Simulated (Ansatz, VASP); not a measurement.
# AlN in VASP and in Ansatz

```
Al N
1.0
     0.00000   -2.05566   -2.05566
     0.00000    2.05566   -2.05566
     4.11132    0.00000    0.00000
Al N
2 2
Direct
  0.50558 0.49442 0.00000
  0.99442 0.00558 0.50000
  0.49771 0.50229 0.50000
  0.00229 0.99771 0.00000
```

Change from the starting cell: mode 4 frozen in at -0.022 Å, equal normal strain along x, y and z +0.0250.

Alike in both runs: task single point; functional LDA; k mesh 8 × 8 × 6; occupations gaussian, width 0.05 eV; no spin polarisation.

|  | VASP | Ansatz |
| --- | --- | --- |
| version | VASP 6.6.1 | Ansatz 0.2.0 |
| potentials or method | VASP PAW LDA potentials, release 64 (Al, N) | scalar-relativistic, plane waves, PAW |
| plane-wave cutoff (eV) | 520 | 520 |
| valence electrons in the cell | 16 | 16 |

```csv
,VASP,Ansatz,Ansatz less VASP
gap on the k mesh at the Fermi level (eV),3.99,4.00,+0.010
least direct gap on the mesh (eV),3.99,4.00,+0.010
pressure (GPa),-17.2,-17.6,-0.44
largest component of the traceless stress (GPa),0.07,0.06,0.000
rms of the force components (eV/Å),0.089,0.088,-0.0006
```

Atom by atom the forces differ by 0.002 eV/Å (rms over components).

Caveats: so large a pressure means that the cell lies far from this level's equilibrium, or that cutoff or potentials fall short (VASP). A k mesh can miss the band edges.
